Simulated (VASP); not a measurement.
# C in VASP: one cell, several levels of theory

C in the diamond structure, under -4.0 % equal strain in all directions is computed at one geometry. Runs: PBE, r2SCAN, GW on PBE.

Program: VASP 6.6.1. PAW datasets, plane waves. Computed at 0 K without zero-point motion; spin polarisation is off.

## (1) Starting point

The cell comes from an earlier relaxation with r2SCAN in another program.

It is cubic, Fd-3m (No. 227); a = 3.418 Å in the conventional setting, 4.99 Å³ an atom. Near C stand 4 C at 1.48 Å.

Coordinates:

```cif
data_structure
_symmetry_space_group_name_H-M 'Fd-3m:1'
_symmetry_Int_Tables_number 227
_cell_length_a 3.4178
_cell_length_b 3.4178
_cell_length_c 3.4178
_cell_angle_alpha 90.000
_cell_angle_beta 90.000
_cell_angle_gamma 90.000
_cell_volume 39.93
loop_
_atom_site_label
_atom_site_type_symbol
_atom_site_symmetry_multiplicity
_atom_site_Wyckoff_symbol
_atom_site_fract_x
_atom_site_fract_y
_atom_site_fract_z
_atom_site_occupancy
C1 C 8 b 0.00000 0.00000 0.50000 1
```

## (2) PBE

The input, INCAR:

```
ENCUT = 520.000000
SIGMA = 0.020000
EDIFF = 1.00e-07
GGA = PE
PREC = Accurate
IBRION = -1
ISIF = 2
ISMEAR = -1
NBANDS = 11
NELM = 120
NSW = 0
LASPH = .TRUE.
LCHARG = .FALSE.
LWAVE = .FALSE.
LREAL = .FALSE.
```

The input, KPOINTS:

```
KPOINTS created by Atomic Simulation Environment
0
Gamma
12 12 12
0 0 0
```

The input, KPOINTS_OPT:

```
special points
7
Reciprocal
0.0000000000 0.0000000000 0.0000000000 1
0.5000000000 0.0000000000 0.5000000000 1
0.6250000000 0.2500000000 0.6250000000 1
0.3750000000 0.3750000000 0.7500000000 1
0.5000000000 0.5000000000 0.5000000000 1
0.5000000000 0.2500000000 0.7500000000 1
0.3500000000 0.0000000000 0.3500000000 1
```

The input, POSCAR:

```
C
 1.0000000000000000
     0.0000000000000000    1.7089191776999999    1.7089191776999999
     1.7089191776999999    0.0000000000000000    1.7089191776999999
     1.7089191776999999    1.7089191776999999    0.0000000000000000
 C
   2
Cartesian
  0.0000000000000000  0.0000000000000000  0.0000000000000000
  0.8544595888500000  0.8544595888500000  0.8544595888500000
```

The run uses the recommended PBE PAW datasets (8 valence electrons a neutral cell).

## (3) r2SCAN

The input, INCAR:

```
ENCUT = 520.000000
SIGMA = 0.010000
EDIFF = 1.00e-07
ALGO = Normal
METAGGA = R2SCAN
PREC = Accurate
IBRION = -1
ISIF = 2
ISMEAR = 0
NBANDS = 11
NELM = 120
NSW = 0
LASPH = .TRUE.
LCHARG = .FALSE.
LWAVE = .FALSE.
LREAL = .FALSE.
```

KPOINTS is that of step 2.

KPOINTS_OPT is that of step 2.

POSCAR is that of step 2.

## (4) GW on PBE orbitals, 41 empty bands

Three calls of the program follow each other, each reading the orbitals of the one before.

The input, INCAR (stage 1):

```
ENCUT = 500.000000
SIGMA = 0.010000
EDIFF = 1.00e-07
GGA = PE
PREC = Accurate
ISMEAR = 0
NELM = 120
LASPH = .TRUE.
LCHARG = .FALSE.
LWAVE = .TRUE.
LREAL = .FALSE.
```

The input, INCAR (stage 2):

```
ENCUT = 500.000000
SIGMA = 0.010000
EDIFF = 1.00e-07
ALGO = Exact
GGA = PE
PREC = Accurate
ISMEAR = 0
ISTART = 1
NBANDS = 45
NELM = 1
LASPH = .TRUE.
LCHARG = .FALSE.
LOPTICS = .TRUE.
LWAVE = .TRUE.
LREAL = .FALSE.
```

The input, INCAR (stage 3):

```
ENCUT = 500.000000
ENCUTGW = 150.000000
SIGMA = 0.010000
EDIFF = 1.00e-07
ALGO = EVGW0
GGA = PE
PREC = Accurate
PRECFOCK = Fast
ISMEAR = 0
ISTART = 1
NBANDS = 45
NELM = 120
NOMEGA = 64
NBANDSGW = 12
LASPH = .TRUE.
LCHARG = .FALSE.
LWAVE = .FALSE.
LREAL = .FALSE.
NELMGW = 3
ENCUTGWSOFT = 150
```

The input, KPOINTS:

```
KPOINTS created by Atomic Simulation Environment
0
Gamma
6 6 6
0 0 0
```

POSCAR is that of step 3.

Potentials: the GW set of PAW datasets, 8 valence electrons in the neutral cell.

Q: Predict the outcome of this session. Wanted: for each run, gap; pressure.

**Answer**, as computed:

```
 level  gap (eV)  pressure (GPa)
   PBE      4.43           73.98
r2SCAN      4.63           70.63
```

| empty bands | screening cutoff (eV) | mesh | PBE gap (eV) | G0W0 gap (eV) | last GW0 step (eV) |
| --- | --- | --- | --- | --- | --- |
| 41 | 150 | 6×6×6 | 4.46 | 5.80 | 5.97 |

**Reading.** The gap runs from 4.43 eV (PBE) to 4.63 eV (r2SCAN). The pressure is highest with PBE (74.0 GPa) and lowest with r2SCAN (70.6 GPa), which orders the cells that they would relax to. G0W0 widens the PBE gap on the mesh by 1.34 eV, so PBE holds 77 % of it. Self-consistency in the energies adds +0.17 eV. G0W0 values are finite-basis, finite-mesh values.
